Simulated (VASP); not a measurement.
**SnSe in VASP 6.6.1, single-point calculation**

INCAR

```
ISMEAR = 2
LWAVE = .FALSE.
PREC = Accurate
ISIF = 2
LCHARG = .FALSE.
LREAL = .FALSE.
GGA = PE
NELECT = 19.9
NBANDS = 17
IBRION = -1
LASPH = .TRUE.
SIGMA = 0.1
EDIFF = 1E-7
ENCUT = 520
NELM = 120
NSW = 0
```

KPOINTS

```
KPOINTS created by Atomic Simulation Environment
0
Gamma
8 8 8
0 0 0
```

POSCAR

```
Sn Se
 1.0000000000000000
     0.0000000000000000    2.9848894912000001    2.9848894912000001
     2.9986199829000002    0.0000000000000000    2.9848894912000001
     2.9986199829000002    2.9848894912000001    0.0000000000000000
 Sn  Se
   1   1
Cartesian
  0.0000000000000000  0.0000000000000000  0.0000000000000000
  2.9986199829000002  2.9848894912000001  2.9848894912000001
```

The recommended PBE PAW datasets give the neutral cell 20 valence electrons.

Command

```
mpirun -np 1 vasp_std
```

How does this run end, and what does it give?

It converged. Results: pressure -1.8 GPa.

OSZICAR

```
N       E                     dE             d eps       ncg     rms          rms(c)
DAV:   1     0.130265482915E+03    0.13027E+03   -0.92048E+03  2023   0.134E+03
DAV:   2     0.360042467350E+01   -0.12667E+03   -0.12212E+03  2153   0.347E+02
DAV:   3    -0.859842281019E+01   -0.12199E+02   -0.12094E+02  2460   0.931E+01
DAV:   4    -0.891515210481E+01   -0.31673E+00   -0.31638E+00  2423   0.158E+01
DAV:   5    -0.892413781342E+01   -0.89857E-02   -0.89851E-02  2884   0.262E+00    0.310E+00
DAV:   6    -0.877236575695E+01    0.15177E+00   -0.36104E-01  2929   0.393E+00    0.179E+00
DAV:   7    -0.877183196653E+01    0.53379E-03   -0.68823E-02  2314   0.122E+00    0.862E-01
DAV:   8    -0.877405124657E+01   -0.22193E-02   -0.83138E-03  2469   0.823E-01    0.127E-01
DAV:   9    -0.877380578764E+01    0.24546E-03   -0.14717E-03  2923   0.325E-01    0.513E-02
DAV:  10    -0.877387268796E+01   -0.66900E-04   -0.18120E-04  2390   0.762E-02    0.840E-03
DAV:  11    -0.877387695958E+01   -0.42716E-05   -0.10171E-05  2713   0.269E-02    0.300E-03
DAV:  12    -0.877387732950E+01   -0.36992E-06   -0.12493E-06  2594   0.130E-02    0.110E-03
DAV:  13    -0.877387722639E+01    0.10311E-06   -0.83350E-08  1923   0.388E-03    0.439E-04
DAV:  14    -0.877387719832E+01    0.28068E-07   -0.44012E-08  1767   0.146E-03
   1 F= -.87738772E+01 E0= -.87737548E+01  d E =-.489764E-03
```

The cell is charged and sits in a uniform background.

For comparison, a separate PBE run of the intended cell, on usual settings and not on those above, gives a gap of 0.67 eV on its mesh and a pressure of 2.1 GPa.
